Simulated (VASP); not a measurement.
# AlN (F-43m) in VASP: a series of runs, part 2 of 2

VASP 6.6.1.

### Step 3. EvGW0 quasiparticle levels, PBE

Contents of POSCAR:

```
AlN                                     
1.0
    0.0000000000      2.1882972140      2.1882972140
    2.1882972140      0.0000000000      2.1882972140
    2.1882972140      2.1882972140      0.0000000000
  Al              N             
     1     1
Direct
     0.0000000000000000    0.0000000000000000    0.0000000000000000
     0.7500000000000000    0.7500000000000000    0.7500000000000000
```

Contents of INCAR.step1:

```
  PREC = Accurate
  ENCUT = 500
  EDIFF = 1E-8
  ISMEAR = 0
  SIGMA = 0.01
  LREAL = False
  LASPH = True
  NELM = 80
  ALGO = Fast
  LWAVE = True
  LCHARG = False
  GGA = PE
  KPAR = 4
```

Contents of INCAR.step2:

```
  PREC = Accurate
  ENCUT = 500
  EDIFF = 1E-8
  ISMEAR = 0
  SIGMA = 0.01
  LREAL = False
  LASPH = True
  NELM = 1
  ALGO = Exact
  LWAVE = True
  LCHARG = False
  GGA = PE
  KPAR = 4
  NBANDS = 81
  LOPTICS = True
  ISTART = 1
```

Contents of INCAR.step3:

```
  PREC = Accurate
  ENCUT = 500
  EDIFF = 1E-8
  ISMEAR = 0
  SIGMA = 0.01
  LREAL = False
  LASPH = True
  ALGO = EVGW0
  LWAVE = False
  LCHARG = False
  GGA = PE
  KPAR = 4
  NELMGW = 4
  NBANDS = 81
  ENCUTGW = 150
  NOMEGA = 48
  PRECFOCK = Fast
  ISTART = 1
  NBANDSGW = 12
```

Contents of KPOINTS:

```
regular mesh
0
Gamma
  6 6 6
```

Potentials or basis: VASP PAW PBE potentials, release 64 (Al_GW, N_GW).

Command:

```bash
> cat potpaw_PBE.64/Al_GW/POTCAR potpaw_PBE.64/N_GW/POTCAR > POTCAR
> cp INCAR.step1 INCAR
> mpirun -np 4 vasp_std > vasp.out
> cp INCAR.step2 INCAR
> mpirun -np 4 vasp_std > vasp.out
> cp INCAR.step3 INCAR
> mpirun -np 4 vasp_std > vasp.out
```

OUTCAR:

```text
PREC = Accurate
   ENCUT = 500
   EDIFF = 1E-8
   ISMEAR = 0
   LREAL = False
   LASPH = True
   GGA = PE
   NELMGW = 4
   ENCUTGW = 150
   PRECFOCK = Fast
   ISTART = 1

 ion  position               nearest neighbor table
   1  0.000  0.000  0.000-   2 1.90   2 1.90   2 1.90   2 1.90
   2  0.750  0.750  0.750-   1 1.90   1 1.90   1 1.90   1 1.90

  LATTYP: Found a face centered cubic cell.
 ALAT       =     4.3765944280

  Lattice vectors:

 A1 = (   0.0000000000,   2.1882972140,   2.1882972140)
 A2 = (   2.1882972140,   0.0000000000,   2.1882972140)
 A3 = (   2.1882972140,   2.1882972140,   0.0000000000)

Analysis of symmetry for initial positions (statically):
=====================================================================
 Subroutine PRICEL returns:
 Original cell was already a primitive cell.

 Routine SETGRP: Setting up the symmetry group for a
 face centered cubic supercell.

 Subroutine GETGRP returns: Found 24 space group operations
 (whereof 24 operations were pure point group operations)
 out of a pool of 48 trial point group operations.

The static configuration has the point symmetry T_d .

Analysis of symmetry for dynamics (positions and initial velocities):
=====================================================================
 Subroutine PRICEL returns:
 Original cell was already a primitive cell.

 Routine SETGRP: Setting up the symmetry group for a
 face centered cubic supercell.

 Subroutine GETGRP returns: Found 24 space group operations
 (whereof 24 operations were pure point group operations)
 out of a pool of 48 trial point group operations.

The dynamic configuration has the point symmetry T_d .

 Subroutine INISYM returns: Found 24 space group operations
 (whereof 24 operations are pure point group operations),
 and found     1 'primitive' translations

----------------------------------------------------------------------------------------

                                     Primitive cell

  volume of cell :      20.9580

  direct lattice vectors                    reciprocal lattice vectors
     0.000000000  2.188297214  2.188297214    -0.228488158  0.228488158  0.228488158
     2.188297214  0.000000000  2.188297214     0.228488158 -0.228488158  0.228488158
     2.188297214  2.188297214  0.000000000     0.228488158  0.228488158 -0.228488158

  length of vectors
     3.094719599  3.094719599  3.094719599     0.395753099  0.395753099  0.395753099

  position of ions in fractional coordinates (direct lattice)
     0.000000000  0.000000000  0.000000000
     0.750000000  0.750000000  0.750000000

  ion indices of the primitive-cell ions
   primitive index   ion index
                 1           1
                 2           2

----------------------------------------------------------------------------------------

 KPOINTS: regular mesh

Automatic generation of k-mesh.
 Grid dimensions read from file:
 generate k-points for:    6    6    6

 Generating k-lattice:

  Cartesian coordinates                     Fractional coordinates (reciprocal lattice)
    -0.038081360  0.038081360  0.038081360     0.166666667  0.000000000  0.000000000
     0.038081360 -0.038081360  0.038081360     0.000000000  0.166666667  0.000000000
     0.038081360  0.038081360 -0.038081360     0.000000000  0.000000000  0.166666667

  Length of vectors
     0.065958850  0.065958850  0.065958850

  Shift w.r.t. Gamma in fractional coordinates (k-lattice)
     0.000000000  0.000000000  0.000000000

 Subroutine IBZKPT returns following result:
 ===========================================

 Found     16 irreducible k-points:

 Following reciprocal coordinates:
            Coordinates               Weight
  0.000000  0.000000  0.000000      1.000000
  0.166667  0.000000  0.000000      8.000000
  0.333333  0.000000  0.000000      8.000000
  0.500000  0.000000  0.000000      4.000000
  0.166667  0.166667  0.000000      6.000000
  0.333333  0.166667  0.000000     24.000000
[... 8 lines left out ...]
 -0.333333  0.333333  0.166667     24.000000
 -0.333333  0.500000  0.166667     12.000000
   k-points           NKPTS =     16   k-points in BZ     NKDIM =    216   number of bands    NBANDS=     81
   number of dos      NEDOS =    301   number of ions     NIONS =      2
   total plane-waves  NPLWV =  13824
   dimension x,y,z NGX =    24 NGY =   24 NGZ =   24
   dimension x,y,z NGXF=    48 NGYF=   48 NGZF=   48
   ions per type =               1   1
   NGX,Y,Z   is equivalent  to a cutoff of  12.89, 12.89, 12.89 a.u.
   NGXF,Y,Z  is equivalent  to a cutoff of  25.79, 25.79, 25.79 a.u.
 SYSTEM =  unknown system
   PREC   = accura    normal or accurate (medium, high low for compatibility)
   ISTART =      1    job   : 0-new  1-cont  2-samecut
   ICHARG =      0    charge: 1-file 2-atom 10-const
   ISPIN  =      1    spin polarized calculation?
   LNONCOLLINEAR =      F non collinear calculations
   LSORBIT =      F    spin-orbit coupling
   LASPH  =      T    aspherical Exc in radial PAW
   ENCUT  =  500.0 eV  36.75 Ry    6.06 a.u.   5.64  5.64  5.64*2*pi/ulx,y,z
   NELM   =     60;   NELMIN=  2; NELMDL=  0     # of ELM steps
   EDIFF  = 0.1E-07   stopping-criterion for ELM
   LREAL  =      F    real-space projection
   EDIFFG = 0.1E-06   stopping-criterion for IOM
   NSW    =      0    number of steps for IOM
   IBRION =     -1    ionic relax: 0-MD 1-quasi-New 2-CG
   NFREE  =      0    steps in history (QN), initial steepest desc. (CG)
   ISIF   =      0    stress and relaxation
   ISYM   =      3    0-nonsym 1-usesym 2-fastsym
   POTIM  = 0.5000    time-step for ionic-motion
   TEBEG  =    0.0;   TEEND  =   0.0 temperature during run
   PSTRESS=    0.0 pullay stress
   NELECT =       8.0000    total number of electrons
   NUPDOWN=      -1.0000    fix difference up-down
   EMIN   =  10.00;   EMAX   =-10.00  energy-range for DOS
   EFERMI =   0.00;   METHOD = LEGACY
   ISMEAR =     0;   SIGMA  =   0.01  broadening in eV -4-tet -1-fermi 0-gaus
   EFERMI_NEDOS =   21; number of points for ismear=-14 and -15
   IALGO  =     38    algorithm
   IMIX   =      4    mixing-type and parameters
     AMIX     =   0.40;   BMIX     =  1.00
     AMIX_MAG =   1.60;   BMIX_MAG =  1.00
  volume/ion in A,a.u.               =      10.48        70.72
  Fermi-wavevector in a.u.,A,eV,Ry     =   1.187559  2.244161 19.188246  1.410296
  Thomas-Fermi vector in A             =   2.323708
   LORBIT       =      0    0 simple, 1 ext, 2 COOP (PROOUT), +10 PAW based schemes
   GGA     = PE    functional components
   LHFCALC =     T    Hartree Fock is set to
   PRECFOCK=fast      Normal, Fast or Accurate (Low or Medium for compatibility)
   ENCUT4O =  -1.0   cutoff for four orbital integrals eV
   NKREDX  =     1    reduce k-point grid by
   NKREDY  =     1    reduce k-point grid by
   NKREDZ  =     1    reduce k-point grid by
   AEXX    =    1.0000 exact exchange contribution
   HFSCREEN=    0.0000 screening length (either q_TF or 0.3 A-1)
   HFSCREENC=   0.0000 screening length for correlation (either q_TF or 0.3 A-1)
   ENCUTFOCK=  -1.0 apply spherical cutoff to Coloumb kernel
   IVDW    =     0    specifies the selected vdW correction
   LEPSILON=     F    determine dielectric tensor
   LRPA    =     F    only Hartree local field effects (RPA)
   LRPAFORCE           =     F    calculate RPA forces
   ENCUTGW             = 150.0    cutoff for response function in eV
   ENCUTGWSOFT         = 120.0    soft cutoff for Coulomb kernel in GW response function in eV
   ENCUTLF             =  -1.0    cutoff for local field effects
   NELMGW              =     4    number of iterations in solving QP/BSE equation
   NELMHF              =     1    number of iterations in the inner HF iteration
   NKREDLFX            =     1    NKREDLFY  =   1   NKREDLFZ  =   1
 non-spin polarized calculation
 Gauss-broadening in eV      SIGMA  =   0.01
  energy-cutoff  :      500.00
  volume of cell :       20.96
 maximum number of plane-waves:       544
 NGX is ok and might be reduce to    24
  NGX = 14; NGY = 14; NGZ = 14
   NGX = 11   NGY = 11   NGZ = 11
 maximum number of plane-waves:        92
 NGX is ok and might be reduce to    14

 QP shifts <psi_nk| G(iteration)W_0 |psi_nk>: iteration 1
 for sc-GW calculations column KS-energies equals QP-energies in previous step
 and V_xc(KS)=  KS-energies - (<T + V_ion + V_H > + <T+V_H+V_ion>^1  + <V_x>^1)

 k-point   1 :       0.0000    0.0000    0.0000
  band No.  KS-energies  QP-energies   sigma(KS)   V_xc(KS)     V^pw_x(r,r')   Z            occupation Imag(sigma)

      1     -10.0528     -11.5391     -16.8405     -14.7877     -24.7538       0.7240       2.0000       1.2759
      2       4.8992       4.0542     -17.8319     -16.7426     -20.7488       0.7757       2.0000       0.0892
      3       4.8992       4.0542     -17.8319     -16.7426     -20.7488       0.7757       2.0000       0.0892
      4       4.8992       4.0542     -17.8319     -16.7426     -20.7488       0.7757       2.0000       0.0892
      5       9.0384       9.7796     -11.5648     -12.4831      -7.8580       0.8071       0.0000      -0.0625
      6      17.3900      18.3583      -9.0473     -10.2579      -4.0363       0.7999       0.0000      -0.1287
      7      17.3900      18.3583      -9.0473     -10.2579      -4.0363       0.7999       0.0000      -0.1287
      8      17.3900      18.3583      -9.0473     -10.2579      -4.0363       0.7999       0.0000      -0.1287
      9      22.5304      23.5215      -9.1826     -10.4314      -3.6833       0.7936       0.0000      -0.2894
     10      22.5304      23.5215      -9.1826     -10.4314      -3.6833       0.7936       0.0000      -0.2894
     11      23.9177      24.4245      -8.9874      -9.6317      -2.5853       0.7865       0.0000      -0.7949
     12      23.9177      24.4245      -8.9874      -9.6317      -2.5853       0.7865       0.0000      -0.7949
[... 1002 lines left out ...]
      1      -9.0903      -9.1080     -18.6100       9.4952     -26.2279       0.7234       2.0000       0.9791
      2      -0.9064      -0.9164     -15.1578      14.2378     -19.0506       0.7358       2.0000       0.1770
      3       0.7222       0.7138     -15.8580      16.5691     -19.3457       0.7583       2.0000       0.1241
      4       1.0451       1.0372     -15.4032      16.4380     -18.6119       0.7650       2.0000       0.1104
      5      10.8817      10.8829     -10.3246      21.2078      -6.3849       0.8119       0.0000      -0.0745
      6      16.2716      16.2747     -10.0732      26.3487      -5.3887       0.8052       0.0000      -0.1015
      7      18.9060      18.9104      -9.9093      28.8209      -4.2768       0.7839       0.0000      -0.2561
      8      19.3972      19.4020     -12.6038      32.0073      -6.8407       0.7594       0.0000      -0.2260
      9      22.6170      22.6230     -10.4711      33.0961      -3.9975       0.7485       0.0000      -0.4189
     10      26.0736      26.0787      -9.2942      35.3744      -2.9593       0.7761       0.0000      -0.5463
     11      30.8198      30.8232     -11.0507      41.8749      -4.0148       0.7787       0.0000      -1.0458
     12      31.9591      31.9617     -10.8301      42.7925      -4.1296       0.7878       0.0000      -0.9970
```

It took 84 s on 4 MPI ranks of Intel Xeon 6975P-C (Granite Rapids), shared host; peak memory 0.35 GiB.

What came out:

```
Band gap on the k mesh, mean-field level : 3.31 eV, indirect (least direct gap 4.14 eV)
Quasiparticle gap                        : 4.89 eV
Least direct quasiparticle gap           : 6.02 eV
```

Levels at points of the mesh, in eV from the valence-band top:
| k point | band 1 | band 2 | band 3 | band 4 | band 5 | band 6 | band 7 | band 8 |
| --- | --- | --- | --- | --- | --- | --- | --- | --- |
| (0.00, 0.00, 0.00) | -14.95 | 0.00 | 0.00 | 0.00 | 4.14 | 12.49 | 12.49 | 12.49 |
| (0.50, 0.00, 0.00) | -12.92 | -5.84 | -0.48 | -0.48 | 7.32 | 9.82 | 11.10 | 11.10 |
| (0.50, 0.50, 0.00) | -12.29 | -4.89 | -1.77 | -1.77 | 3.31 | 8.58 | 13.88 | 15.65 |

Quasiparticle gap after each update of the energies (eV): 4.61, 4.84, 4.88, 4.89

Caveat: bands, screening cutoff and mesh are small and nothing is extrapolated, so the quasiparticle values aren't converged. A k mesh can miss the band edges.
